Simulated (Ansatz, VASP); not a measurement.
## One calculation of Ta, two programs

Contents of INCAR:

```
PREC = Accurate
ENCUT = 520
EDIFF = 1E-7
ISMEAR = -1
SIGMA = 0.05
LREAL = F
LASPH = T
NELM = 60
ALGO = Normal
ISIF = 2
LWAVE = F
LCHARG = T
GGA = PE
LELF = T
LVHAR = T
NBANDS = 12
```

File KPOINTS:

```
Automatic mesh
0
Gamma
  17 17 16
```

The input POSCAR:

```
Ta
1.0
    2.6824575373      0.0000000000      0.0000000000
   -1.3412287686      2.3230763719      0.0000000000
    0.0000000000      0.0000000000      2.5386047101
Ta
1
Direct
    0.0000000000      0.0000000000      0.0000000000
```

Input for Ansatz:

```yaml
crystal:
  lattice:
    - [2.6824575373, 0.0, 0.0]
    - [-1.3412287686, 2.3230763719, 0.0]
    - [0.0, 0.0, 2.5386047101]
  atoms:
    - { symbol: Ta, position: [0.0, 0.0, 0.0] }
kpoints:
  mp_grid: { grid: [17, 17, 16] }
scf:
  occupations: { method: fermi_dirac, width: 0.05 }
hamiltonian:
  xc: pbe
  pseudopotentials: { kind: all_electron, lapw: { basis_error: 0.001 } }
output:
  forces: true
  stress: true
  eigenvalues: true
  populations: true
```

Change from the starting cell: volume scaled by 0.8, LAPW.

Alike in both runs: task single point; functional PBE; k mesh 17 × 17 × 16; occupations fermi-dirac, width 0.05 eV; no spin polarisation.

|  | VASP | Ansatz |
| --- | --- | --- |
| version | VASP 6.6.1 | Ansatz 0.2.0 |
| potentials or method | VASP PAW PBE potentials, release 64 (Ta_pv) | all-electron LAPW, scalar-relativistic |
| plane-wave cutoff (eV) | 520 | see its input |

```csv
,VASP,Ansatz,Ansatz less VASP
pressure (GPa),55.5,54.2,-1.29
largest component of the traceless stress (GPa),0.09,0.02,-0.068
```

Ansatz ran all-electron here, so the differences hold the error of VASP's frozen core and of both bases.

Caveats: so large a pressure means that the cell lies far from this level's equilibrium, or that cutoff or potentials fall short (VASP). The runs have no spin-orbit coupling, so splittings on Ta are missing.
